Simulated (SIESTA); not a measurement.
**LiF (Griceite) under changes of volume**

One of the cells (8.169 Å³/atom); the others are scaled copies at fixed shape and fractional positions:

```xyz
2
Lattice="0.0000 2.0140 2.0140 2.0140 0.0000 2.0140 2.0140 2.0140 0.0000" Properties=species:S:1:pos:R:3 pbc="T T T"
F     2.0140    2.0140    2.0140
Li    0.0000    0.0000    0.0000
```

| Item | Value |
| --- | --- |
| Program | SIESTA 5.4.2 |
| Functional | LDA |
| Potentials or basis | PseudoDojo 0.4 standard (LDA files) |
| Basis | DZP (energy shift 0.003 Ry; two zetas on semicore shells) |
| Grid cutoff | 800 Ry |
| Energy shift | 0.003 Ry |
| k mesh | 11 × 11 × 11 |
| Occupations | fermi-dirac, width 0.05 eV |
| Spin | no spin polarisation |

| volume (Å³/atom) | energy over the lowest point (meV/atom) | pressure (GPa) | gap on the mesh (eV) |
| --- | --- | --- | --- |
| 7.679 | 0.00 | -1.7 | 9.40 |
| 7.842 | 2.61 | -3.3 | 9.19 |
| 8.006 | 6.71 | -4.7 | 9.00 |
| 8.169 | ? | ? | ? |
| 8.333 | 18.93 | -7.2 | 8.64 |
| 8.496 | 26.77 | -8.2 | 8.48 |
| 8.659 | 35.58 | -9.1 | 8.32 |

**Question.** What does the run at 8.169 Å³/atom give?

**Answer.** Energy over the lowest point 12.20 meV/atom; pressure -6.0 GPa; gap on the mesh 8.82 eV.

Worked out: A Birch-Murnaghan fit of order 3 (a polynomial in V^(-2/3)) to the other rows has its minimum at 7.51 Å³/atom, just outside them, with B0 = V·E''(V) = 84 GPa and B' = 3.7. It gives 12.19 meV/atom at 8.169 Å³/atom, against the run's 12.20, and -dE/dV = -6.0 GPa, against -6.0. A parabola through the other rows of the gap, of slope -8.93 eV per unit of ln V (its deformation potential) there, gives 8.82 eV, against the run's 8.82.

Energies are extrapolated to zero smearing.

Caveats: an odd mesh through Γ misses points on the zone boundary, where band edges often lie; the basis of atomic orbitals isn't converged, which shifts pressures, moduli and gaps.
